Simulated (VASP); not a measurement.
## From VASP inputs to Ansatz: C (strained diamond)

INCAR

```
GGA = PE
IBRION = -1
LWAVE = .FALSE.
PREC = Accurate
LREAL = .FALSE.
ISMEAR = -1
EDIFF = 1E-7
ENCUT = 520
NSW = 0
NBANDS = 11
NELM = 120
LASPH = .TRUE.
ISIF = 2
LCHARG = .FALSE.
SIGMA = 0.02
```

KPOINTS

```
KPOINTS created by Atomic Simulation Environment
0
Gamma
12 12 12
0 0 0
```

KPOINTS_OPT

```
special points
7
Reciprocal
0.0000000000 0.0000000000 0.0000000000 1
0.5000000000 0.0000000000 0.5000000000 1
0.6250000000 0.2500000000 0.6250000000 1
0.3750000000 0.3750000000 0.7500000000 1
0.5000000000 0.5000000000 0.5000000000 1
0.5000000000 0.2500000000 0.7500000000 1
0.3671870000 0.3671870000 0.0000000000 1
```

POSCAR

```
C
 1.0000000000000000
     0.0000000000000000    1.8335278667999999    1.7689115518000000
     1.8335278667999999    0.0000000000000000    1.7689115518000000
     1.8335278667999999    1.8335278667999999    0.0000000000000000
 C
   2
Cartesian
  0.0000000000000000  0.0000000000000000  0.0000000000000000
  0.9167639333999998  0.9167639333999998  0.8844557758999999
```

VASP ran with the recommended PBE PAW datasets (8 valence electrons in the cell).

Question: Translate these files to an Ansatz input.

Answer: 

```yaml
crystal:
  lattice:
    - [0.0, 1.8335278668, 1.7689115518]
    - [1.8335278668, 0.0, 1.7689115518]
    - [1.8335278668, 1.8335278668, 0.0]
  atoms:
    - { symbol: C, position: [0.0, 0.0, 0.0] }
    - { symbol: C, position: [0.25, 0.25, 0.25] }
kpoints:
  mp_grid: { grid: [12, 12, 12] }
  band_path:
    path:
      - [0.0, 0.0, 0.0]
      - [0.5, 0.0, 0.5]
      - [0.625, 0.25, 0.625]
      - [0.375, 0.375, 0.75]
      - [0.5, 0.5, 0.5]
      - [0.5, 0.25, 0.75]
      - [0.367187, 0.367187, 0.0]
    npoints: 1
hamiltonian:
  xc: pbe
scf:
  occupations: { method: fermi_dirac, width: 0.02 }
  n_extra_bands: 4
output:
  forces: true
  stress: true
  eigenvalues: true
```

Other inputs would serve too.

```json
{"": "gap between bands v and c", "VASP": "3.14 eV", "Ansatz": "3.15 eV"}
{"": "least direct gap", "VASP": "4.85 eV", "Ansatz": "4.85 eV"}
{"": "pressure", "VASP": "-16.7 GPa", "Ansatz": "-17.2 GPa"}
```

The two codes use different PAW datasets and cutoffs. VASP's cell holds 8 valence electrons and Ansatz's 8. Ansatz's stress includes a Pulay correction; VASP's doesn't.
